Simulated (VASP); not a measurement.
# Cu (P6_3/mmc) in VASP: a series of runs

The runs below take Cu through single point, with PBE.

All numbers are computed with VASP 6.6.1; they aren't measurements. Logs are shortened: lines on timing, memory, paths and dates and some standing lists are left out, and cuts for length are marked.

### 1 The crystal as given

The structure is hexagonal, space group P6_3/mmc (No. 194). The conventional cell has a = 2.534 Å, b = 2.534 Å, c = 4.113 Å, α = 90.00°, β = 90.00°, γ = 120.00°. Cu (site symmetry -6m2) is surrounded by 12 Cu at 2.52 to 2.53 Å.

This isn't the form of Cu at room conditions, which is fcc.

### 2 Single point, PBE

INCAR reads:

```
SYSTEM = Cu
PREC = Accurate ; ENCUT = 400
EDIFF = 1E-6 ; ISMEAR = -1
SIGMA = 0.15 ; LREAL = .FALSE.
LASPH = .TRUE. ; NELM = 100
ALGO = Normal ; ISIF = 2
LWAVE = .FALSE. ; LCHARG = .FALSE.
GGA = PE ; NBANDS = 18
ADDGRID = .FALSE.
```

KPOINTS reads:

```
Automatic mesh
0
G
  5 5 3
  0 0 0
```

POSCAR reads:

```
Cu
1.0
    2.5340966698      0.0000000000      0.0000000000
   -1.2670483349      2.1945920917      0.0000000000
    0.0000000000      0.0000000000      4.1125710000
Cu
2
Direct
    0.6666666667      0.3333333333      0.7500000000
    0.3333333333      0.6666666667      0.2500000000
```

Potentials or basis: VASP PAW PBE potentials, release 64 (Cu).

Run with:

```
cat potpaw_PBE.64/Cu/POTCAR > POTCAR
mpirun -np 1 vasp_std > vasp.out
```

OUTCAR:

```text
SYSTEM = Cu
   PREC = Accurate
   ENCUT = 400
   EDIFF = 1E-6
   ISMEAR = -1
   LREAL = .FALSE.
   LASPH = .TRUE.
   NELM = 100
   ISIF = 2
   GGA = PE

 Found     10 irreducible k-points:

 Following reciprocal coordinates:
            Coordinates               Weight
  0.000000  0.000000  0.000000      1.000000
  0.200000 -0.000000  0.000000      6.000000
  0.400000 -0.000000  0.000000      6.000000
  0.200000  0.200000  0.000000      6.000000
  0.400000  0.200000  0.000000      6.000000
  0.000000  0.000000  0.333333      2.000000
   k-points           NKPTS =     10   k-points in BZ     NKDIM =     10   number of bands    NBANDS=     18
   number of dos      NEDOS =    301   number of ions     NIONS =      2
   total plane-waves  NPLWV =   9072
   dimension x,y,z NGX =    18 NGY =   18 NGZ =   28
   dimension x,y,z NGXF=    36 NGYF=   36 NGZF=   56
   ions per type =               2
   NGX,Y,Z   is equivalent  to a cutoff of  11.81, 11.81, 11.32 a.u.
   NGXF,Y,Z  is equivalent  to a cutoff of  23.62, 23.62, 22.64 a.u.
 SYSTEM =  Cu
   PREC   = accura    normal or accurate (medium, high low for compatibility)
   ISTART =      0    job   : 0-new  1-cont  2-samecut
   ICHARG =      2    charge: 1-file 2-atom 10-const
   ISPIN  =      1    spin polarized calculation?
   LNONCOLLINEAR =      F non collinear calculations
   LSORBIT =      F    spin-orbit coupling
   LASPH  =      T    aspherical Exc in radial PAW
   ENCUT  =  400.0 eV  29.40 Ry    5.42 a.u.   4.13  4.13  6.71*2*pi/ulx,y,z
   NELM   =    100;   NELMIN=  2; NELMDL= -5     # of ELM steps
   EDIFF  = 0.1E-05   stopping-criterion for ELM
   LREAL  =      F    real-space projection
   EDIFFG = 0.1E-04   stopping-criterion for IOM
   NSW    =      0    number of steps for IOM
   IBRION =     -1    ionic relax: 0-MD 1-quasi-New 2-CG
   NFREE  =      0    steps in history (QN), initial steepest desc. (CG)
   ISIF   =      2    stress and relaxation
   ISYM   =      2    0-nonsym 1-usesym 2-fastsym
   POTIM  = 0.5000    time-step for ionic-motion
   TEBEG  =    0.0;   TEEND  =   0.0 temperature during run
   PSTRESS=    0.0 pullay stress
   NELECT =      22.0000    total number of electrons
   NUPDOWN=      -1.0000    fix difference up-down
   EMIN   =  10.00;   EMAX   =-10.00  energy-range for DOS
   EFERMI =   0.00;   METHOD = LEGACY
   ISMEAR =    -1;   SIGMA  =   0.15  broadening in eV -4-tet -1-fermi 0-gaus
   EFERMI_NEDOS =   21; number of points for ismear=-14 and -15
   IALGO  =     38    algorithm
   IMIX   =      4    mixing-type and parameters
     AMIX     =   0.40;   BMIX     =  1.00
     AMIX_MAG =   1.60;   BMIX_MAG =  1.00
  volume/ion in A,a.u.               =      11.44        77.17
  Fermi-wavevector in a.u.,A,eV,Ry     =   1.616041  3.053874 35.532800  2.611587
  Thomas-Fermi vector in A             =   2.710691
   LORBIT       =      0    0 simple, 1 ext, 2 COOP (PROOUT), +10 PAW based schemes
   GGA     = PE    functional components
   LHFCALC =     F    Hartree Fock is set to
   AEXX    =    0.0000 exact exchange contribution
   IVDW    =     0    specifies the selected vdW correction
   LEPSILON=     F    determine dielectric tensor
   LRPA    =     F    only Hartree local field effects (RPA)
 non-spin polarized calculation
  energy-cutoff  :      400.00
  volume of cell :       22.87
 maximum number of plane-waves:       421
 NGX is ok and might be reduce to    18
   NGX =  9   NGY =  9   NGZ = 13

 number of electron      21.9999989 magnetization

 Free energy of the ion-electron system (eV)
  ---------------------------------------------------
  ext. energy  EPLUGINS =         0.00000000
  ---------------------------------------------------
  free energy    TOTEN  =        -7.57669561 eV

  energy without entropy =       -7.54439780  energy(sigma->0) =       -7.56054670

 E-fermi :   8.5159     XC(G=0): -12.9107

 val. band max:        7.0836473523   @ k =   0.2000  -0.0000   0.3333
 cond. band min:       8.7060175737   @ k =   0.2000   0.2000   0.3333
 fundamental gap:      1.6223702214
 Fermi energy:         8.5159050132

 k-point     1 :       0.0000    0.0000    0.0000
  band No.  band energies     occupation
      1      -1.6085      2.00000
      2       2.7566      2.00000
      3       4.9098      2.00000
      4       4.9496      2.00000
      5       4.9496      2.00000
      6       5.1746      2.00000
      7       5.1746      2.00000
      8       5.4507      2.00000
      9       5.4507      2.00000
     10       6.2501      2.00000
     11       6.2501      2.00000
     12       6.9544      1.99994
     13      12.0119      0.00000
     14      29.5180      0.00000
     15      30.0919      0.00000
     16      30.0919      0.00000
     17      31.7595      0.00000
     18      31.7595      0.00000

 k-point     2 :       0.2000   -0.0000    0.0000
  band No.  band energies     occupation
      1      -0.3295      2.00000
      2       3.3618      2.00000
      3       4.4927      2.00000
      4       4.5074      2.00000
      5       4.9580      2.00000
      6       5.2115      2.00000
      7       5.3388      2.00000
      8       5.3935      2.00000
      9       5.4010      2.00000
     10       5.5688      2.00000
     11       6.3324      2.00000
     12       9.8537      0.00027
     13      12.4127      0.00000
     14      20.7673      0.00000
     15      25.1312      0.00000
     16      27.6163      0.00000
     17      28.5578      0.00000
     18      30.6096      0.00000

 k-point     3 :       0.4000   -0.0000    0.0000
  band No.  band energies     occupation
      1       2.4780      2.00000
      2       3.4097      2.00000
      3       3.6227      2.00000
      4       4.6072      2.00000
      5       4.8966      2.00000
      6       5.0313      2.00000
      7       5.1348      2.00000
      8       6.2018      2.00000
      9       6.2953      2.00000
     10       6.3974      2.00000
     11       6.7285      1.99999
     12      11.8570      0.00000
     13      14.2341      0.00000
     14      15.2127      0.00000
     15      20.9914      0.00000
     16      21.4846      0.00000
     17      21.7083      0.00000
     18      27.4704      0.00000

 k-point     4 :       0.2000    0.2000    0.0000
  band No.  band energies     occupation
      1       1.8716      2.00000
      2       3.8542      2.00000
      3       3.8667      2.00000
      4       4.0404      2.00000
      5       4.7782      2.00000
      6       5.0299      2.00000
      7       5.1992      2.00000
      8       5.6319      2.00000
      9       6.1412      2.00000
     10       6.3166      2.00000
     11       6.5897      1.99999
     12      13.0449      0.00000
     13      13.6330      0.00000
     14      17.0364      0.00000
     15      17.2089      0.00000
     16      25.1058      0.00000
     17      25.3699      0.00000
     18      25.8761      0.00000

 k-point     5 :       0.4000    0.2000    0.0000
  band No.  band energies     occupation
      1       3.4665      2.00000
      2       3.6267      2.00000
      3       3.6504      2.00000
      4       4.3155      2.00000
      5       4.7303      2.00000
      6       4.8795      2.00000
      7       5.3151      2.00000
      8       6.1665      2.00000
      9       6.2924      2.00000
     10       6.3078      2.00000
     11       9.2753      0.01258
     12      10.2948      0.00001
     13      15.4799      0.00000
     14      17.1614      0.00000
     15      17.3642      0.00000
     16      19.4221      0.00000
     17      20.0708      0.00000
     18      24.1479      0.00000

 k-point     6 :       0.0000    0.0000    0.3333
  band No.  band energies     occupation
      1      -0.5880      2.00000
      2       1.8498      2.00000
      3       4.7331      2.00000
      4       4.8642      2.00000
      5       4.8642      2.00000
      6       4.9010      2.00000
      7       5.0060      2.00000
      8       5.0061      2.00000
      9       5.7968      2.00000
     10       5.7968      2.00000
     11       6.1678      2.00000
     12       6.1678      2.00000
     13      16.9563      0.00000
     14      25.1664      0.00000
     15      29.7643      0.00000
     16      30.9789      0.00000
     17      31.0945      0.00000
     18      31.0952      0.00000

 [... further k-points ...]

------------------------ aborting loop because EDIFF is reached ----------------------------------------

  FORCE on cell =-STRESS in cart. coord.  units (eV):
  Direction    XX          YY          ZZ          XY          YZ          ZX
  --------------------------------------------------------------------------------------
  -------------------------------------------------------------------------------------
  Total        0.7195270      0.7195270      1.3807952      0.0000000     -0.0000000      0.0000000
  in kB       50.4042640     50.4042640     96.7273860      0.0000000     -0.0000000      0.0000000
  external PRESSURE =      65.8453047 kB  Pullay stress =       0.0000000 kB

 VOLUME and BASIS-vectors are now :
 -----------------------------------------------------------------------------
  energy-cutoff  :      400.00
  volume of cell :       22.87
      direct lattice vectors                 reciprocal lattice vectors
     2.534096670  0.000000000  0.000000000     0.394617937  0.227832772  0.000000000
    -1.267048335  2.194592092  0.000000000     0.000000000  0.455665544  0.000000000
     0.000000000  0.000000000  4.112571000     0.000000000  0.000000000  0.243156896

 POSITION                                       TOTAL-FORCE (eV/Angst)
 -----------------------------------------------------------------------------------
      1.26705      0.73153      3.08443        -0.000000      0.000000      0.000000
     -0.00000      1.46306      1.02814         0.000000      0.000000      0.000000
 -----------------------------------------------------------------------------------
    total drift:                               -0.000000      0.000000     -0.000000

  FREE ENERGIE OF THE ION-ELECTRON SYSTEM (eV)
  ---------------------------------------------------
  free  energy   TOTEN  =        -7.5766956068 eV

  energy  without entropy=       -7.5443978021  energy(sigma->0) =       -7.56054670
```

It used 3.9 s of CPU time on 1 thread of AMD EPYC 7R13 Processor (Zen 3), with other jobs on the host, which was overloaded at the time.

The run converged, but some of its settings lie outside the range that counts as converged, so its numbers aren't taken as properties of the crystal.

Results:

```yaml
Free_energy: -7.5767 eV
Pressure: 6.6 GPa
Band_gap_on_the_k_mesh: none (metal or under the smearing width)
```

Caveat: the k mesh is coarse (spacing up to 0.57 Å⁻¹), so the values aren't converged.

### 3 Single point, PBE

INCAR, as its differences from that of step 2:

```diff
@@ -1,3 +1,3 @@
 SYSTEM = Cu
-PREC = Accurate ; ENCUT = 400
+PREC = Accurate ; ENCUT = 350
 EDIFF = 1E-6 ; ISMEAR = -1
```

KPOINTS reads:

```
Automatic mesh
0
G
  6 6 3
  0 0 0
```

POSCAR is that of step 2.

Potentials or basis: VASP PAW PBE potentials, release 64 (Cu).

Run with:

```
cat potpaw_PBE.64/Cu/POTCAR > POTCAR
mpirun -np 1 vasp_std > vasp.out
```

OUTCAR:

```text
SYSTEM = Cu
   PREC = Accurate
   ENCUT = 350
   EDIFF = 1E-6
   ISMEAR = -1
   LREAL = .FALSE.
   LASPH = .TRUE.
   NELM = 100
   ISIF = 2
   GGA = PE

 Found     14 irreducible k-points:

 Following reciprocal coordinates:
            Coordinates               Weight
  0.000000  0.000000  0.000000      1.000000
  0.166667 -0.000000  0.000000      6.000000
  0.333333 -0.000000  0.000000      6.000000
  0.500000  0.000000  0.000000      3.000000
  0.166667  0.166667  0.000000      6.000000
  0.333333  0.166667  0.000000     12.000000
   k-points           NKPTS =     14   k-points in BZ     NKDIM =     14   number of bands    NBANDS=     18
   number of dos      NEDOS =    301   number of ions     NIONS =      2
   total plane-waves  NPLWV =   7168
   dimension x,y,z NGX =    16 NGY =   16 NGZ =   28
   dimension x,y,z NGXF=    32 NGYF=   32 NGZF=   56
   ions per type =               2
   NGX,Y,Z   is equivalent  to a cutoff of  10.50, 10.50, 11.32 a.u.
   NGXF,Y,Z  is equivalent  to a cutoff of  20.99, 20.99, 22.64 a.u.
 SYSTEM =  Cu
   PREC   = accura    normal or accurate (medium, high low for compatibility)
   ISTART =      0    job   : 0-new  1-cont  2-samecut
   ICHARG =      2    charge: 1-file 2-atom 10-const
   ISPIN  =      1    spin polarized calculation?
   LNONCOLLINEAR =      F non collinear calculations
   LSORBIT =      F    spin-orbit coupling
[... 53 lines left out ...]

 val. band max:        7.9536209663   @ k =   0.5000   0.0000   0.0000
 cond. band min:       8.0260473141   @ k =   0.3333   0.1667   0.3333
 fundamental gap:      0.0724263479
 Fermi energy:         7.9649842261

 k-point     1 :       0.0000    0.0000    0.0000
  band No.  band energies     occupation
      1      -1.6133      2.00000
      2       2.7184      2.00000
      3       4.8492      2.00000
      4       4.8938      2.00000
      5       4.8938      2.00000
      6       5.1168      2.00000
[... 103 lines left out ...]
      5       4.6803      2.00000
      6       4.9413      2.00000
[... 10 lines left out ...]
     17      21.5451      0.00000
     18      25.3677      0.00000

 [... further k-points ...]

------------------------ aborting loop because EDIFF is reached ----------------------------------------

  FORCE on cell =-STRESS in cart. coord.  units (eV):
  Direction    XX          YY          ZZ          XY          YZ          ZX
  --------------------------------------------------------------------------------------
  -------------------------------------------------------------------------------------
  Total        1.2629937      1.2629937      1.1271713     -0.0000000      0.0000000      0.0000000
  in kB       88.4751628     88.4751628     78.9605382     -0.0000000      0.0000000      0.0000000
  external PRESSURE =      85.3036213 kB  Pullay stress =       0.0000000 kB

 VOLUME and BASIS-vectors are now :
 -----------------------------------------------------------------------------
  energy-cutoff  :      350.00
  volume of cell :       22.87
      direct lattice vectors                 reciprocal lattice vectors
     2.534096670  0.000000000  0.000000000     0.394617937  0.227832772  0.000000000
    -1.267048335  2.194592092  0.000000000     0.000000000  0.455665544  0.000000000
     0.000000000  0.000000000  4.112571000     0.000000000  0.000000000  0.243156896

 POSITION                                       TOTAL-FORCE (eV/Angst)
 -----------------------------------------------------------------------------------
      1.26705      0.73153      3.08443         0.000000      0.000000      0.000000
     -0.00000      1.46306      1.02814        -0.000000     -0.000000      0.000000
 -----------------------------------------------------------------------------------
    total drift:                               -0.000000      0.000000     -0.000000

  FREE ENERGIE OF THE ION-ELECTRON SYSTEM (eV)
  ---------------------------------------------------
  free  energy   TOTEN  =        -7.3273310840 eV

  energy  without entropy=       -7.2223303723  energy(sigma->0) =       -7.27483073
```

OSZICAR:

```text
N       E                     dE             d eps       ncg     rms          rms(c)
DAV:   1     0.106440915084E+03    0.10644E+03   -0.78371E+03   536   0.167E+03
DAV:   2    -0.371075327110E+01   -0.11015E+03   -0.10433E+03   508   0.258E+02
DAV:   3    -0.916849313944E+01   -0.54577E+01   -0.51807E+01   574   0.760E+01
DAV:   4    -0.922042805482E+01   -0.51935E-01   -0.51910E-01   606   0.827E+00
DAV:   5    -0.922103799383E+01   -0.60994E-03   -0.60991E-03   632   0.754E-01    0.110E+01
DAV:   6    -0.804807465245E+01    0.11730E+01   -0.11050E+01   544   0.945E+01    0.547E+00
DAV:   7    -0.735580552230E+01    0.69227E+00   -0.22089E+00   562   0.388E+01    0.947E-01
DAV:   8    -0.732954903557E+01    0.26256E-01   -0.11560E-02   770   0.113E+00    0.344E-01
DAV:   9    -0.732730121611E+01    0.22478E-02   -0.28768E-03   654   0.151E+00    0.353E-02
DAV:  10    -0.732732992164E+01   -0.28706E-04   -0.14267E-04   762   0.187E-01    0.463E-03
DAV:  11    -0.732733146042E+01   -0.15388E-05   -0.12518E-06   472   0.322E-02    0.349E-03
DAV:  12    -0.732733108403E+01    0.37640E-06   -0.47273E-07   338   0.172E-02
   1 F= -.73273311E+01 E0= -.72748307E+01  d E =-.105001E+00
```

stdout:

```text
POSCAR found type information on POSCAR Cu
 POSCAR found :  1 types and       2 ions
 scaLAPACK will be used
 LDA part: xc-table for (Slater+PW92), standard interpolation
 POSCAR, INCAR and KPOINTS ok, starting setup
 FFT: planning ... GRIDC
 FFT: planning ... GRID_SOFT
 FFT: planning ... GRID
 WAVECAR not read
 entering main loop
```

It used 4.3 s of CPU time on 1 thread of AMD EPYC 7R13 Processor (Zen 3), with other jobs on the host, which was overloaded at the time.

The run converged, but some of its settings lie outside the range that counts as converged, so its numbers aren't taken as properties of the crystal.

What came out:

```
Free energy            : -7.3273 eV
Pressure               : 8.5 GPa
Band gap on the k mesh : none (metal or under the smearing width)
```

Caveat: the k mesh is coarse (spacing up to 0.51 Å⁻¹), so the values aren't converged; the cutoff is under 1.25 times the usual one of these potentials, so pressure, stress and relaxed cells hold a basis-set (Pulay) error.

(Continued in part 2 of 2.)
